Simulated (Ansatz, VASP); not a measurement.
MgS (Niningerite) in VASP and in Ansatz

Contents of POSCAR:

```
MgS
1.0
    0.0000000000      2.6016500000      2.6016500000
    2.6016500000      0.0000000000      2.6016500000
    2.6016500000      2.6016500000      0.0000000000
S Mg
1 1
Direct
    0.5000000000      0.5000000000      0.5000000000
    0.0000000000      0.0000000000      0.0000000000
```

Contents of INCAR.step1:

```
SYSTEM = MgS
PREC = Accurate ; ENCUT = 520
ISMEAR = 0 ; SIGMA = 0.01
LREAL = .False. ; LASPH = .True.
NELM = 80 ; NBANDS = 11
GGA = PE ; ALGO = Normal
EDIFF = 1E-4 ; LWAVE = .True.
LCHARG = .False.
```

The input INCAR.step2:

```
SYSTEM = MgS
PREC = Accurate ; ENCUT = 520
EDIFF = 1E-6 ; ISMEAR = 0
SIGMA = 0.01 ; LREAL = .False.
LASPH = .True. ; NELM = 80
ALGO = Normal ; ISIF = 2
LWAVE = .False. ; LCHARG = .False.
METAGGA = R2SCAN ; LMIXTAU = .True.
NBANDS = 11 ; ISTART = 1
```

File KPOINTS:

```
regular mesh
0
Gamma
  8 8 8
  0 0 0
```

input.yaml

```yaml
crystal:
  lattice:
    - [0.0, 2.60165, 2.60165]
    - [2.60165, 0.0, 2.60165]
    - [2.60165, 2.60165, 0.0]
  atoms:
    - { symbol: S, position: [0.5, 0.5, 0.5] }
    - { symbol: Mg, position: [0.0, 0.0, 0.0] }
kpoints:
  mp_grid: { grid: [8, 8, 8] }
  band_path:
    path:
      - [0.0, 0.0, 0.0]
      - [0.5, 0.0, 0.5]
      - [0.625, 0.25, 0.625]
      - [0.375, 0.375, 0.75]
      - [0.5, 0.5, 0.5]
      - [0.5, 0.25, 0.75]
      - [0.0, 0.5, 0.5]
    npoints: 1
hamiltonian:
  xc: r2scan
scf:
  occupations: { method: fixed }
  n_extra_bands: 4
output:
  forces: true
  stress: true
  eigenvalues: true
  write_density: true
  write_potential: true
  elf: true
  volumetric_format: npy
```

Alike in both runs: functional r2SCAN; k mesh 8 × 8 × 8; no spin polarisation.

|  | VASP | Ansatz |
| --- | --- | --- |
| version | VASP 6.6.1 | Ansatz 0.2.0 |
| potentials or method | VASP PAW PBE potentials, release 64 (S, Mg) | Ansatz PAW |
| plane-wave cutoff (eV) | 520 | 500 |
| occupations | gaussian, width 0.01 eV | fixed |
| valence electrons in the cell | 8 | 16 |
| task | single point | band structure |

Ansatz gave:

```
gap on the k mesh at the Fermi level (eV) : 3.46
least direct gap on the mesh (eV)         : 4.64
pressure (GPa)                            : 0.0
```

Task: What did VASP give for the same quantities?

Result: gap on the k mesh at the Fermi level (eV): 3.43; least direct gap on the mesh (eV): 4.61; pressure (GPa): -0.5.

The two sets of potentials don't hold the same shells in valence.

Caveats: the PAW data sets were made with another functional, which shifts forces and pressure a little (VASP); the PAW data sets come from PBE, with cores solved anew for the run's functional, which leaves a small shift of forces and pressure (Ansatz). A k mesh can miss the band edges. r2SCAN opens gaps a little over a GGA but as a rule still falls short of measured ones.
